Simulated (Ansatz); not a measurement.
**InP: two-dimensional strain map**

Level of theory: DFT r2SCAN, scalar-relativistic, plane waves, PAW in Ansatz 0.2.0. Cutoff 500 eV, Γ-centred 8×8×8 k-points, Gaussian smearing of 0.05 eV. No spin polarisation. Energies are free energies at this smearing, counted from the undisturbed cell; pressure is positive in compression.

The starting cell (relaxed at this level):

```xyz
2
Lattice="0.0000 2.9536 2.9536 2.9536 0.0000 2.9536 2.9536 2.9536 0.0000" Properties=species:S:1:pos:R:3 pbc="T T T"
In    0.0000    0.0000    0.0000
P     4.4304    4.4304    4.4304
```

The cell is strained by p along both x and y and by q along z, fractional coordinates fixed. Points are written (p, q).

Energy above the undisturbed cell in meV/atom (a dash: not computed):

```csv
p \ q,-0.030,-0.015,0.000,0.015,0.030
-0.030,49.4,34.2,23.4,16.8,14.4
-0.015,?,11.7,5.6,3.5,5.1
0.000,7.2,?,0.0,1.8,7.0
0.015,4.6,3.3,5.3,?,19.1
0.030,12.8,15.1,?,28.9,40.2
```

**Question.** Fill in the withheld energies.

**Answer.** (-0.015, -0.030): 21.7; (0.000, -0.015): 1.8; (0.015, 0.015): 10.6; (0.030, 0.000): 20.5.